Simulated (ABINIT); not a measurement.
Crystal: TiB2.

```
Ti B
1.0
     3.02920    0.00000    0.00000
    -1.51460    2.62336    0.00000
     0.00000    0.00000    3.22840
Ti B
1 2
Direct
  0.00000 0.00000 0.00000
  0.66667 0.33333 0.50000
  0.33333 0.66667 0.50000
```

Program: ABINIT 10.8.3 (patched build). Alike in all runs: no spin polarisation; cell as given; cutoff (eV) 408; smearing fermi-dirac 0.05 eV.

**Question.** Order these runs on this cell by their pressure, lowest first.
A. level WC; potentials or basis JTH PAW PBE v2.0; k mesh 10 × 10 × 8
B. level rPW86PBE; potentials or basis JTH PAW PBE v2.0; k mesh 10 × 10 × 8
C. level LDA; potentials or basis JTH PAW LDA v2.0; k mesh 13 × 13 × 10

**Answer.** C (-10.7 GPa), A (-3.9 GPa), B (3.9 GPa).

Caveats: the atomic spheres overlap; the PAW data sets were made with another functional, which shifts forces and pressure a little (some runs).
